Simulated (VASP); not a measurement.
# Zn (P6_3/mmc) in VASP: a series of runs

Runs on Zn. Level: PBEsol. Tasks: relaxation of cell and atoms.

Everything below comes from runs of VASP 6.6.1. Logs are shortened: lines on timing, memory, paths and dates and some standing lists are left out, and cuts for length are marked.

### 1 Starting point

The structure is hexagonal, space group P6_3/mmc (No. 194). The conventional cell has a = 2.670 Å, b = 2.670 Å, c = 4.966 Å, α = 90.00°, β = 90.00°, γ = 120.00°. Zn (site symmetry -6m2) has 12 Zn at 2.67 to 2.92 Å as nearest neighbours.

### 2 Relaxation of cell and atoms, PBEsol

File INCAR:

```
SYSTEM = Zn
PREC = Accurate
ENCUT = 600
EDIFF = 1E-6
ISMEAR = 1
SIGMA = 0.1
LREAL = .False.
LASPH = .True.
NELM = 80
ALGO = Normal
ISIF = 3
LWAVE = .False.
LCHARG = .False.
GGA = PS
IBRION = 2
NSW = 90
EDIFFG = -0.01
KPAR = 2
```

File KPOINTS:

```
regular mesh
0
Gamma
  18 18 8
  0 0 0
```

File POSCAR:

```
Zn
1.0
    2.6700000000      0.0000000000      0.0000000000
   -1.3350000000      2.3122878281      0.0000000000
    0.0000000000      0.0000000000      4.9660000000
Zn
2
Direct
    0.3333333333      0.6666666667      0.2500000000
    0.6666666667      0.3333333333      0.7500000000
```

Potentials or basis: VASP PAW PBE potentials, release 64 (Zn).

Started as:

```sh
cat potpaw_PBE.64/Zn/POTCAR > POTCAR
mpirun -np 2 vasp_std > vasp.out
```

OUTCAR:

```text
SYSTEM = Zn
   PREC = Accurate
   ENCUT = 600
   EDIFF = 1E-6
   ISMEAR = 1
   LREAL = .False.
   LASPH = .True.
   NELM = 80
   ISIF = 3
   GGA = PS
   IBRION = 2
   NSW = 90
   EDIFFG = -0.01

 ion  position               nearest neighbor table
   1  0.333  0.667  0.250-   2 2.92   2 2.92   2 2.92   2 2.92   2 2.92   2 2.92
   2  0.667  0.333  0.750-   1 2.92   1 2.92   1 2.92   1 2.92   1 2.92   1 2.92

  LATTYP: Found a hexagonal cell.
 ALAT       =     2.6700000000
 C/A-ratio  =     1.8599250936

  Lattice vectors:

 A1 = (   2.6700000000,   0.0000000000,   0.0000000000)
 A2 = (  -1.3350000000,   2.3122878281,   0.0000000000)
 A3 = (   0.0000000000,   0.0000000000,   4.9660000000)

Analysis of symmetry for initial positions (statically):
=====================================================================
 Subroutine PRICEL returns:
 Original cell was already a primitive cell.

 Routine SETGRP: Setting up the symmetry group for a
 hexagonal supercell.

 Subroutine GETGRP returns: Found 24 space group operations
 (whereof 12 operations were pure point group operations)
 out of a pool of 24 trial point group operations.

The static configuration has the point symmetry D_3d.
 The point group associated with its full space group is D_6h.

Analysis of symmetry for dynamics (positions and initial velocities):
=====================================================================
 Subroutine PRICEL returns:
 Original cell was already a primitive cell.

 Routine SETGRP: Setting up the symmetry group for a
 hexagonal supercell.

 Subroutine GETGRP returns: Found 24 space group operations
 (whereof 12 operations were pure point group operations)
 out of a pool of 24 trial point group operations.

The dynamic configuration has the point symmetry D_3d.
 The point group associated with its full space group is D_6h.

 Subroutine INISYM returns: Found 24 space group operations
 (whereof 12 operations are pure point group operations),
 and found     1 'primitive' translations

----------------------------------------------------------------------------------------

[... 94 lines left out ...]
   EDIFFG = -.1E-01   stopping-criterion for IOM
   NSW    =     90    number of steps for IOM
   IBRION =      2    ionic relax: 0-MD 1-quasi-New 2-CG
   NFREE  =      1    steps in history (QN), initial steepest desc. (CG)
   ISIF   =      3    stress and relaxation
   ISYM   =      2    0-nonsym 1-usesym 2-fastsym
   POTIM  = 0.5000    time-step for ionic-motion
   TEBEG  =    0.0;   TEEND  =   0.0 temperature during run
   PSTRESS=    0.0 pullay stress
   NELECT =      24.0000    total number of electrons
   NUPDOWN=      -1.0000    fix difference up-down
   EMIN   =  10.00;   EMAX   =-10.00  energy-range for DOS
   EFERMI =   0.00;   METHOD = LEGACY
   ISMEAR =     1;   SIGMA  =   0.10  broadening in eV -4-tet -1-fermi 0-gaus
   EFERMI_NEDOS =   21; number of points for ismear=-14 and -15
   IALGO  =     38    algorithm
   IMIX   =      4    mixing-type and parameters
     AMIX     =   0.40;   BMIX     =  1.00
     AMIX_MAG =   1.60;   BMIX_MAG =  1.00
  volume/ion in A,a.u.               =      15.33       103.45
  Fermi-wavevector in a.u.,A,eV,Ry     =   1.508778  2.851177 30.972445  2.276410
  Thomas-Fermi vector in A             =   2.619187
   LORBIT       =      0    0 simple, 1 ext, 2 COOP (PROOUT), +10 PAW based schemes
   GGA     = PS    functional components
   LHFCALC =     F    Hartree Fock is set to
   AEXX    =    0.0000 exact exchange contribution
   IVDW    =     0    specifies the selected vdW correction
   LEPSILON=     F    determine dielectric tensor
   LRPA    =     F    only Hartree local field effects (RPA)
 conjugate gradient relaxation of ions
 non-spin polarized calculation
 Methfessel and Paxton  Order N= 1 SIGMA  =   0.10
  energy-cutoff  :      600.00
  volume of cell :       30.66
 maximum number of plane-waves:      1064
 NGX is ok and might be reduce to    24
   NGX = 11   NGY = 11   NGZ = 19

--------------------------------------- Ionic step        1  -------------------------------------------

 number of electron      24.0000003 magnetization

 Free energy of the ion-electron system (eV)
  ---------------------------------------------------
  ext. energy  EPLUGINS =         0.00000000
  ---------------------------------------------------
  free energy    TOTEN  =        -3.13071626 eV

  energy without entropy =       -3.13074455  energy(sigma->0) =       -3.13072569

------------------------ aborting loop because EDIFF is reached ----------------------------------------

  FORCE on cell =-STRESS in cart. coord.  units (eV):
  Direction    XX          YY          ZZ          XY          YZ          ZX
  --------------------------------------------------------------------------------------
  -------------------------------------------------------------------------------------
  Total       -1.1831629     -1.1831629     -0.8147811      0.0000000     -0.0000000      0.0000000
  in kB      -61.8294326    -61.8294326    -42.5786300      0.0000000     -0.0000000      0.0000000
  external PRESSURE =     -55.4124984 kB  Pullay stress =       0.0000000 kB
[... 59 lines left out ...]
--------------------------------------- Ionic step        3  -------------------------------------------

 number of electron      24.0000000 magnetization

 Free energy of the ion-electron system (eV)
  ---------------------------------------------------
  ext. energy  EPLUGINS =         0.00000000
  ---------------------------------------------------
  free energy    TOTEN  =        -3.17149994 eV

  energy without entropy =       -3.17111914  energy(sigma->0) =       -3.17137301

 E-fermi :   3.5596     XC(G=0): -12.0363

 val. band max:        3.5591734779   @ k =   0.2222   0.0556   0.1250
 cond. band min:       3.5637469903   @ k =   0.0000   0.0000   0.2500
 fundamental gap:      0.0045735124
 Fermi energy:         3.5595605531

 k-point     1 :       0.0000    0.0000    0.0000
  band No.  band energies     occupation
      1      -7.5363      2.00000
      2      -5.5199      2.00000
      3      -4.7040      2.00000
      4      -4.4326      2.00000
      5      -4.4326      2.00000
      6      -4.3781      2.00000
[... 433 lines left out ...]
      3      -4.9461      2.00000
      4      -4.4407      2.00000
      5      -4.2836      2.00000
      6      -4.2735      2.00000
[... 8 lines left out ...]
     15       9.1748      0.00000
     16      10.4269      0.00000

 [... further k-points ...]
[... 5 lines left out ...]
  --------------------------------------------------------------------------------------
  -------------------------------------------------------------------------------------
  Total        0.0001762      0.0001762      0.0003991     -0.0000000      0.0000000      0.0000000
  in kB        0.0098883      0.0098883      0.0223984     -0.0000000      0.0000000      0.0000000
  external PRESSURE =       0.0140583 kB  Pullay stress =       0.0000000 kB
[... 17 lines left out ...]
  FREE ENERGIE OF THE ION-ELECTRON SYSTEM (eV)
  ---------------------------------------------------
  free  energy   TOTEN  =        -3.1714999382 eV

  energy  without entropy=       -3.1711191393  energy(sigma->0) =       -3.17137301

 reached required accuracy - stopping structural energy minimisation
```

Run time: 54 s. Hardware: 2 MPI ranks of Intel Xeon Platinum 8488C (Sapphire Rapids), shared host; peak memory 0.22 GiB.

What came out:

| Property | Result |
| --- | --- |
| Free energy | -3.1715 eV |
| Relaxed volume | 14.27 Å³/atom |
| Relaxed cell | a = 2.600 Å, b = 2.600 Å, c = 4.876 Å, α = 90.00°, β = 90.00°, γ = 120.00° |
| Space group after relaxing (to 0.05 Å) | P6_3/mmc (No. 194) |
| Energy gained by relaxing | 20.4 meV/atom |
| Ionic steps | 3 |
| Pressure after relaxing | 0.0 GPa |
| Band gap on the k mesh | none (metal or under the smearing width) |

Step by step:
```tsv
step	energy change (eV)	largest force (eV/Å)	pressure (GPa)	volume (Å³)
1	0.0000	0.0000	-5.54	30.66
2	-0.0404	0.0000	0.63	28.37
3	-0.0408	0.0000	0.00	28.55
```

Final structure:
```yaml
crystal:
  lattice:
    - [2.59996, 0.00000, 0.00000]
    - [-1.29998, 2.25164, 0.00000]
    - [0.00000, 0.00000, 4.87630]
  atoms:
    - { symbol: Zn, position: [0.33333, 0.66667, 0.25000] }
    - { symbol: Zn, position: [0.66667, 0.33333, 0.75000] }
```

Caveat: the PAW data sets were made with another functional, which shifts forces and pressure a little.

### 3 Relaxation of cell and atoms, PBEsol

This run uses another cell than the first one, of 14.27 Å³/atom, 0.931 times its volume.

Changes to INCAR since step 2:

```diff
@@ -3,3 +3,3 @@
 ENCUT = 600
-EDIFF = 1E-6
+EDIFF = 1E-7
 ISMEAR = 1
@@ -16,3 +16,3 @@
 NSW = 90
-EDIFFG = -0.01
+EDIFFG = -0.005
 KPAR = 2
```

KPOINTS is that of step 2.

File POSCAR:

```
Zn                                      
1.0
    2.5999646905      0.0000000000      0.0000000000
   -1.2999823452      2.2516354709     -0.0000000000
    0.0000000000     -0.0000000000      4.8762965948
  Zn            
     2
Direct
     0.3333333332999970    0.6666666667000030    0.2500000000000000
     0.6666666667000030    0.3333333332999970    0.7500000000000000
```

Potentials or basis: VASP PAW PBE potentials, release 64 (Zn).

Started as:

```sh
cat potpaw_PBE.64/Zn/POTCAR > POTCAR
mpirun -np 2 vasp_std > vasp.out
```

Wall time 28 s (2 MPI ranks of Intel Xeon Platinum 8488C (Sapphire Rapids), shared host); peak memory 0.21 GiB.

The run converged. Its results:

```
Free energy             : -3.1705 eV
Pressure after relaxing : 0.0 GPa
Band gap on the k mesh  : none (metal or under the smearing width)
```

Final structure:
```cif
data_structure
_symmetry_space_group_name_H-M 'P 1'
_symmetry_Int_Tables_number 1
_cell_length_a 2.6000
_cell_length_b 2.6000
_cell_length_c 4.8763
_cell_angle_alpha 90.000
_cell_angle_beta 90.000
_cell_angle_gamma 120.000
_cell_volume 28.55
loop_
_atom_site_label
_atom_site_type_symbol
_atom_site_fract_x
_atom_site_fract_y
_atom_site_fract_z
_atom_site_occupancy
Zn1 Zn 0.33333 0.66667 0.25000 1
Zn2 Zn 0.66667 0.33333 0.75000 1
```

Levels at points of the mesh, in eV from the Fermi level:
```
           k point  band 9  band 10  band 11  band 12  band 13  band 14  band 15  band 16
(0.00, 0.00, 0.00)   -7.55    -7.32    -7.32    -4.18    -3.26    13.67    17.46    18.32
(0.50, 0.00, 0.00)   -7.12    -7.10    -3.18    -2.32     2.55     3.44     4.27     5.68
(0.00, 0.00, 0.50)   -7.42    -7.42    -7.42    -7.42     4.43     4.43    19.67    19.67
(0.50, 0.00, 0.50)   -7.11    -7.11    -2.22    -2.22     0.14     0.14    10.25    10.25
```

Caveat: the relaxation stopped at its first step, so nothing moved; the PAW data sets were made with another functional, which shifts forces and pressure a little.
